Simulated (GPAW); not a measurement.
# SnTe (Fm-3m) in GPAW: settings compared, part 2 of 2

GPAW 26.7.0. The steps go on from the part before.

### Step 3. Single point, RPBE (volume scaled by 0.92)

run.py

```python
from ase.dft.bandgap import bandgap
from ase.io import write
from ase.spacegroup import crystal
from ase.units import GPa
from gpaw import GPAW, PW

# Te 4b
# Sn 4a
atoms = crystal(['Te', 'Sn'],
                basis=[[0.5, 0.0, 0.0],
                       [0.0, 0.0, 0.0]],
                spacegroup=225, setting=1,  # Fm-3m
                cellpar=[6.12896301, 6.12896301, 6.12896301, 90.0, 90.0, 90.0],
                primitive_cell=True)

calc = GPAW(mode=PW(400),
            xc='RPBE',
            kpts={'size': (6, 6, 6), 'gamma': True},
            occupations={'name': 'fermi-dirac', 'width': 0.01},
            nbands=19,
            convergence={'density': 1e-05, 'energy': 1e-05},
            maxiter=150,
            txt='gpaw.txt')
atoms.calc = calc
energy = atoms.get_potential_energy()
forces = atoms.get_forces()
stress = atoms.get_stress()
calc.write('gs.gpw')
write('result.traj', atoms)
print(f'Energy: {energy:.6f} eV')
print('Forces (eV/A):')
print(forces.round(4))
print('Stress (GPa):', (stress / GPa).round(3))
print('Fermi level:', round(calc.get_fermi_level(), 4), 'eV')
print(f'Gap: {bandgap(calc)[0]:.4f} eV, direct: {bandgap(calc, direct=True)[0]:.4f} eV')
```

Potentials or basis: the program's PAW data sets (release 1.2.1) made for this functional, pw.

Command:

```
> OMP_NUM_THREADS=1 python run.py
```

It took 8 s on 1 thread of Arm Neoverse V1, shared host; peak memory 0.14 GiB.

These settings aren't checked as converged: the numbers below hold their error.

Results:

- Free energy: -6.7683 eV
- Pressure: 6.7 GPa
- Band gap on the k mesh: 0.23 eV, direct

Caveat: the cutoff is short for stress and forces, so pressures can be off by a GPa or more; spin-orbit coupling is left out, which moves the levels of the heavy elements.

### Step 4. Single point, PBE

run.py

```python
from ase.dft.bandgap import bandgap
from ase.io import read, write
from ase.units import GPa
from gpaw import GPAW, PW

atoms = read('SnTe.xyz')

calc = GPAW(mode=PW(500),
            xc='PBE',
            kpts={'size': (6, 6, 6), 'gamma': True},
            occupations={'name': 'fermi-dirac', 'width': 0.01},
            setups={'Te': '16'},
            nbands=-9,
            convergence={'density': 1e-05, 'energy': 1e-05},
            maxiter=150,
            txt='gpaw.txt')
atoms.calc = calc
energy = atoms.get_potential_energy()
forces = atoms.get_forces()
stress = atoms.get_stress()
calc.write('gs.gpw')
write('result.traj', atoms)
print(f'Energy: {energy:.6f} eV')
print('Forces (eV/A):')
print(forces.round(4))
print('Stress (GPa):', (stress / GPa).round(3))
print('Fermi level:', round(calc.get_fermi_level(), 4), 'eV')
print(f'Gap: {bandgap(calc)[0]:.4f} eV, direct: {bandgap(calc, direct=True)[0]:.4f} eV')
```

SnTe.xyz

```xyz
2
Lattice="0.0000000000 3.1508500000 3.1508500000 3.1508500000 0.0000000000 3.1508500000 3.1508500000 3.1508500000 0.0000000000" Properties=species:S:1:pos:R:3 pbc="T T T"
Te     3.1508500000      3.1508500000      3.1508500000
Sn     0.0000000000      0.0000000000      0.0000000000
```

Potentials or basis: GPAW PAW data sets (gpaw-data 1.2.1), other valence, pw.

Command:

```
> OMP_NUM_THREADS=1 python run.py
```

gpaw.txt:

```text
__  _  _
 | _ |_)|_||  |
 |__||  | ||/\| - 26.7.0

Input parameters:
  mode=PW(ecut=500.0),
  convergence={'density': 1e-05, 'energy': 1e-05},
  kpts=MonkhorstPack(size=(6, 6, 6), gamma=True),
  maxiter=150,
  nbands=-9,
  occupations=Occupations(name='fermi-dirac', width=0.01),
  setups={'Te': '16'},
  xc=XC(name='PBE')

Diagonalizing LCAO Hamiltonian
Converting LCAO to pw mode

                 Te

       Sn

Atoms  # Å, Bohr magnetons
|   | symbol |        x |        y |        z |    initial magnetic moments |
|---|--------|----------|----------|----------|-----------------------------|
| 0 |     Te | 3.150850 | 3.150850 | 3.150850 | ( 0.0000,  0.0000,  0.0000) |
| 1 |     Sn | 0.000000 | 0.000000 | 0.000000 | ( 0.0000,  0.0000,  0.0000) |

Unit cell  # Å
| periodic |        x |        y |        z |  lengths |    angles |
|----------|----------|----------|----------|----------|-----------|
|      yes | 0.000000 | 3.150850 | 3.150850 | 4.455975 | 60.000000 |
|      yes | 3.150850 | 0.000000 | 3.150850 | 4.455975 | 60.000000 |
|      yes | 3.150850 | 3.150850 | 0.000000 | 4.455975 | 60.000000 |

Number of symmetries: 48
Symmetry operations  # r_c * U_cc + t_c -> r_c
|    | kind |            matrix            |
|----|------|------------------------------|
|  0 |  σ   |  1, 0, 0,  1, 0,-1,  1,-1, 0 |
|  1 |  C2  |  1, 0, 0,  1,-1, 0,  1, 0,-1 |
|  2 |  E   |  1, 0, 0,  0, 1, 0,  0, 0, 1 |
|  3 |  σ   |  1, 0, 0,  0, 0, 1,  0, 1, 0 |
|  4 |  C4  |  1, 0,-1,  1, 0, 0,  1,-1, 0 |
|  5 |  S6  |  1, 0,-1,  1,-1, 0,  1, 0, 0 |
|  6 |  σ   |  1, 0,-1,  0, 1,-1,  0, 0,-1 |
|  7 |  C3  |  1, 0,-1,  0, 0,-1,  0, 1,-1 |
|  8 |  S6  |  1,-1, 0,  1, 0, 0,  1, 0,-1 |
|  9 |  C4  |  1,-1, 0,  1, 0,-1,  1, 0, 0 |
| 10 |  C3  |  1,-1, 0,  0,-1, 1,  0,-1, 0 |
| 11 |  σ   |  1,-1, 0,  0,-1, 0,  0,-1, 1 |
| 12 |  σ   |  0, 1, 0,  1, 0, 0,  0, 0, 1 |
| 13 |  C4  |  0, 1, 0,  0, 1,-1, -1, 1, 0 |
| 14 |  C3  |  0, 1, 0,  0, 0, 1,  1, 0, 0 |
| 15 |  S6  |  0, 1, 0, -1, 1, 0,  0, 1,-1 |
| 16 |  C2  |  0, 1,-1,  1, 0,-1,  0, 0,-1 |
| 17 |  σ   |  0, 1,-1,  0, 1, 0, -1, 1, 0 |
| 18 |  S4  |  0, 1,-1,  0, 0,-1,  1, 0,-1 |
| 19 |  C4  |  0, 1,-1, -1, 1, 0,  0, 1, 0 |
| 20 |  C3  |  0, 0, 1,  1, 0, 0,  0, 1, 0 |
| 21 |  σ   |  0, 0, 1,  0, 1, 0,  1, 0, 0 |
| 22 |  S6  |  0, 0, 1,  0,-1, 1, -1, 0, 1 |
| 23 |  C4  |  0, 0, 1, -1, 0, 1,  0,-1, 1 |
| 24 |  S4  |  0, 0,-1,  1, 0,-1,  0, 1,-1 |
| 25 |  C3  |  0, 0,-1,  0, 1,-1,  1, 0,-1 |
| 26 |  C2  |  0, 0,-1,  0,-1, 0, -1, 0, 0 |
| 27 |  S6  |  0, 0,-1, -1, 0, 0,  0,-1, 0 |
| 28 |  S4  |  0,-1, 1,  1,-1, 0,  0,-1, 0 |
| 29 |  C4  |  0,-1, 1,  0, 0, 1, -1, 0, 1 |
[... 90 lines left out ...]
    core:    36
    charge:  0.0  # [|e|]
    compensation charges:
      type: gauss
      rc: 0.38  # [Å]
      lmax: 2
    cutoffs:
      filter: 2.23  # [Å]
      core: 2.35  # [Å]
    projectors
    | kind |    occ | energy [eV] | rcut [Å] |
    |------|--------|-------------|----------|
    |   5s |  2.000 |     -10.538 |    1.201 |
    |   5p |  2.000 |      -3.696 |    1.270 |
    |   4d | 10.000 |     -25.845 |    1.185 |
    |    s |        |      16.674 |    1.201 |
    |    p |        |      23.515 |    1.270 |
    |    d |        |       1.367 |    1.185 |

    Using partial waves for Sn as LCAO basis

Reference energy: -352801.376744  # eV

eigensolver:
  PPCG
  Converge bands: occupied
  niter=2

density mixing:
  MSR1-Mixer
  Pratt-step length: 0.05
  Maximum mixing coefficient: 0.75
  Old densities: 10
  SVD Regularization: 0.005
  Good broyden scale: 1.0
  Trust region scale: 1.0
  Backstep threshold: 4.0
  History deletion threshold: 6.0
  Fourier metric: weight=20.0, sigma=0.015

occupation numbers:
  Fermi-Dirac:
    width: 0.0100  # eV

poisson solver:
  ecut: 4000.0  # eV

xc functional:
[... 9 lines left out ...]
|iter     | |      energy | eigst |  dens |
|---------|-|-------------|-------|-------|
|iter:   1| |   -7.746228 | -0.44 |       |
|iter:   2| |   -7.738681 | -2.72 | -1.66 |
|iter:   3| |   -7.709557 | -2.87 | -1.70 |
|iter:   4| |   -7.710891 | -4.14 | -2.29 |
|iter:   5| |   -7.711128 | -4.81 | -2.85 |
|iter:   6| |   -7.711137c| -6.26 | -3.59 |
|iter:   7| |   -7.711137c| -7.36 | -4.29 |
|iter:   8| |   -7.711137c| -7.43c| -4.81 |
|iter:   9| |   -7.711137c| -8.06c| -5.74c|

Converged in 9 steps
Energy contributions relative to reference atoms: (reference = -352801.376744)

Energy contributions:
  Kinetic:          13.834420
  Coulomb:         -13.689522
  Zero:             -0.067942
  External:          0.000000
  Xc:               -7.788092
  Entropy:          -0.000002
  Spinorbit:         0.000000
  ----------------------------
  Free energy:      -7.711139
  Extrapolated:     -7.711137

dipole moment: (-21.363957, -21.363957, -21.363957)  # |e|*Ang

Fermi level: 6.510
Eigenvalues  # (at kpt = [0.000, 0.000, 0.000])
| band index |      eig [eV] | occ [0-2] |
|------------|---------------|-----------|
|          0 |       -30.603 |     2.000 |
|        ... |               |           |
|          7 |       -15.442 |     2.000 |
|          8 |       -15.442 |     2.000 |
|          9 |       -15.442 |     2.000 |
|         10 |        -6.330 |     2.000 |
|         11 |         1.802 |     2.000 |
|         12 |         4.315 |     2.000 |
[... 9 lines left out ...]
|         22 |        13.053 |     0.000 |
|         23 |        13.405 |     0.000 |

Gap: 0.158 eV
Transition (v -> c):
  (s=0, k=15, n=14, [0.50, 0.50, 0.50]) -> (s=0, k=15, n=15, [0.50, 0.50, 0.50])
No difference between direct/indirect transitions

Forces  # eV/Ang
|        x |        y |        z |
|----------|----------|----------|
|  0.00000 | -0.00000 | -0.00000 |  # Te   0
| -0.00000 |  0.00000 |  0.00000 |  # Sn   1

Stress tensor  # eV/Ang^3
|         x |         y |         z |
|-----------|-----------|-----------|
| -0.007064 | -0.000000 | -0.000000 |
| -0.000000 | -0.007064 | -0.000000 |
| -0.000000 | -0.000000 | -0.007064 |

# Writing to gs.gpw (mode='')
```

stdout:

```text
Energy: -7.711137 eV
Forces (eV/A):
[[ 0. -0. -0.]
 [-0.  0.  0.]]
Stress (GPa): [-1.132 -1.132 -1.132 -0.    -0.    -0.   ]
Fermi level: 6.5101 eV
Gap: 0.1581 eV, direct: 0.1581 eV
```

Wall time 13 s (1 thread of Arm Neoverse V1, shared host); peak memory 0.15 GiB.

Results:

```yaml
Free_energy: -7.7111 eV
Pressure: 1.1 GPa
Band_gap_on_the_k_mesh: 0.16 eV, direct
```

Levels at points of the mesh, in eV from the valence-band top:
| k point | band 11 | band 12 | band 13 | band 14 | band 15 | band 16 | band 17 | band 18 | band 19 | band 20 |
| --- | --- | --- | --- | --- | --- | --- | --- | --- | --- | --- |
| (0.00, 0.00, 0.00) | -12.76 | -4.63 | -2.12 | -2.12 | -2.12 | 3.42 | 3.42 | 3.42 | 4.60 | 4.60 |
| (0.50, 0.50, 0.00) | -11.18 | -6.45 | -5.55 | -3.71 | -3.71 | 2.08 | 4.98 | 4.98 | 6.41 | 8.74 |
| (0.50, 0.50, 0.50) | -11.48 | -8.29 | -1.78 | -1.78 | 0.00 | 0.16 | 0.30 | 0.30 | 7.88 | 8.66 |

Caveat: the cutoff is short for stress and forces, so pressures can be off by a GPa or more; spin-orbit coupling is left out, which moves the levels of the heavy elements.

### Step 5. For comparison

An earlier run on the cell as given: functional PBE; potentials or basis GPAW PAW data sets (gpaw-data 1.2.1); cutoff 600 eV; basis pw; k mesh 7 × 7 × 7; occupations fermi-dirac, width 0.05 eV; no spin polarisation.

* Pressure: 1.9 GPa

### Step 6. Summary

| potentials or basis | k mesh | cutoff (eV) | smearing | maxiter | data set | other keys | mesh quality | gap on the mesh (eV) | pressure (GPa) |
| --- | --- | --- | --- | --- | --- | --- | --- | --- | --- |
| GPAW PAW data sets (gpaw-data 1.2.1), pw | 4 × 4 × 4 | 600 | fermi-dirac 0.05 eV | 75 | - | several, not listed | coarse | 0.11 | 1.5 |
| GPAW PAW data sets (gpaw-data 1.2.1), other valence, pw | 6 × 6 × 6 | 500 | fermi-dirac 0.01 eV | 150 | Te 16 | - | not flagged | 0.16 | 1.1 |
| GPAW PAW data sets (gpaw-data 1.2.1), pw | 7 × 7 × 7 | 600 | fermi-dirac 0.05 eV | 150 | - | - | not flagged | - | 1.9 |

Alike in all rows: task single point; level PBE; no spin polarisation; cell as given.

Caveats: some runs use coarse meshes; spin-orbit coupling is left out, which moves the levels of the heavy elements (some runs); the cutoff is short for stress and forces, so pressures can be off by a GPa or more (some runs).

Total energies depend on the potentials used, so only differences within one code and one set of settings carry meaning.

### Step 7. Against experiment

Step 4. Measured gap of SnTe: 0.18 eV (direct; 300 K; a printed reference work, textbook). This calculation gives 0.16 eV (-0.02 eV). Spin-orbit coupling on Sn, Te is left out. The value is that of PBE on a finite k mesh, which can miss the band edges, without temperature or zero-point motion. Semilocal functionals fall short of measured gaps as a rule.
